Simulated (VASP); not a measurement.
Write the native input for VASP 6.6.1 that does the following.

```
Task                   : single point
Functional             : PBEsol
Potentials or basis    : VASP PAW PBE potentials, release 64 (Mn_pv, O)
Cutoff                 : 520 eV
k mesh                 : 8 × 8 × 4
Occupations            : gaussian, width 0.05 eV
Spin                   : collinear spin, ferromagnetic start
Starting moments       : [4.0, 4.0, 0.0, 0.0] μB
Hubbard terms          : Mn d U = 4 eV
Further INCAR settings : ALGO = Normal; EDIFF = 1e-07
```

The structure of MnO lies in POSCAR:

```
MnO
1.0
    3.3717001900      0.0000000000      0.0000000000
   -1.6858500900      2.9199780200      0.0000000000
    0.0000000000      0.0000000000      5.3854988200
Mn O
2 2
Direct
    0.3333333333      0.6666666667      0.0109600000
    0.6666666667      0.3333333333      0.5109600000
    0.3333333333      0.6666666667      0.3754700000
    0.6666666667      0.3333333333      0.8754700000
```

Measurements of this composition are mostly on another form, of space group No. 225.

One way to write it, as run:

INCAR

```
ALGO = Normal
EDIFF = 1E-7
ENCUT = 520
GGA = PS
ISIF = 2
ISMEAR = 0
ISPIN = 2
LASPH = True
LCHARG = False
LDAU = True
LDAUJ = 0 0
LDAUL = 2 -1
LDAUPRINT = 1
LDAUTYPE = 2
LDAUU = 4 0
LMAXMIX = 4
LORBIT = 11
LREAL = False
LWAVE = False
MAGMOM = 4 4 0 0
NELM = 120
PREC = Accurate
SIGMA = 0.05
```

KPOINTS

```
k-points
0
Gamma
  8 8 4
```

Potentials or basis: VASP PAW PBE potentials, release 64 (Mn_pv, O).

The run is started by

```console
$ cat potpaw_PBE.64/Mn_pv/POTCAR potpaw_PBE.64/O/POTCAR > POTCAR
$ mpirun -np 1 vasp_std > vasp.out
```

Results of the run:

```
Pressure                                              : 5.8 GPa
Largest force                                         : 0.850 eV/Å
Band gap on the k mesh                                : 0.12 eV, direct
Net moment                                            : 10.00 μB per cell
Site moments                                          : Mn +4.58; O +0.11 μB
Valence electrons inside the program's atomic spheres : Mn 11.44; O 5.01
```

Caveat: the PAW data sets were made with another functional, which shifts forces and pressure a little; only a ferromagnetic start was run, and an antiferromagnetic order may lie lower in energy.

It took 56 s on 1 thread of Intel(R) Xeon(R) Platinum 8488C (Sapphire Rapids) (shared host), peak memory 0.22 GiB.
